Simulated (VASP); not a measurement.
# Ni, self-consistent run: which settings are enough?

Ni, Fm-3m (no. 225), 1 atom in the cell. PBE; PAW potentials Ni (PBE set). VASP 6.6.1.

Wanted: energy within 1 meV/atom; forces within 0.005 eV/Å; pressure within 0.1 GPa.

POSCAR:
```
Ni
1.0
    0.0000000000      1.7375729330      1.7375729330
    1.7375729330      0.0000000000      1.7375729330
    1.7375729330      1.7375729330      0.0000000000
Ni
1
Direct
    0.0000000000      0.0000000000      0.0000000000
```

## One numerical tag moved

| One numerical tag moved | Energy less reference (meV/atom) | Forces, largest deviation (eV/Å) | Pressure (GPa) | SCF iterations | Time (s) |
|---|---|---|---|---|---|
| default | 0.0 | 0.0000 | 7.42 | 13 | 5.9 |
| EBREAK = 0.0001 | 0.0 | 0.0000 | 7.43 | 15 | 6.1 |
| LMAXPAW = 0 | 0.8 | 0.0000 | 7.44 | 14 | 6.0 |
| DEPER = 0.6 | 0.0 | 0.0000 | 7.42 | 13 | 5.6 |
| WEIMIN = 0.0 | 0.0 | 0.0000 | 7.42 | 13 | 5.9 |
| LASYNC = T | 0.0 | 0.0000 | 7.42 | 13 | 7.1 |
| LCORR = F | 0.0 | 0.0000 | 7.43 | 13 | 5.9 |
| RANDOM_GENERATOR = pcg_32 | 0.0 | 0.0000 | 7.42 | 13 | 5.9 |
| NDAV = 2 | 0.0 | 0.0000 | 7.42 | 13 | 5.8 |

Chosen: default; no other choice that stays within half of the tolerance saves 30 % of the time.

## The input

INCAR:
```
PREC = Accurate
ENCUT = 520
EDIFF = 1E-7
ISMEAR = 1
SIGMA = 0.1
LREAL = F
LASPH = T
ALGO = Normal
NELM = 100
ISIF = 2
LWAVE = F
LCHARG = F
ISPIN = 2
MAGMOM = 1
LORBIT = 11
LMAXMIX = 4
```

KPOINTS:
```
k-points
0
Gamma
  11 11 11
```

Commands:
```
cat potpaw_PBE.64/Ni/POTCAR > POTCAR
mpirun -np 1 vasp_std > vasp.out
```

The chosen input took VASP 6.6.1 5.9 s on 1 core (Intel Xeon 6975P-C (Granite Rapids)), a shared host.

## An input that fails: LMAXPAW = -1 without LASPH

It runs to its end, but against the unchanged starting input it is off by 2.5 meV/atom in the energy, 0.0000 eV/Å in the forces, 2.04 GPa in the pressure.

Changes against the starting input:
```
- LASPH = True
+ LASPH = False
+ LMAXPAW = -1
```
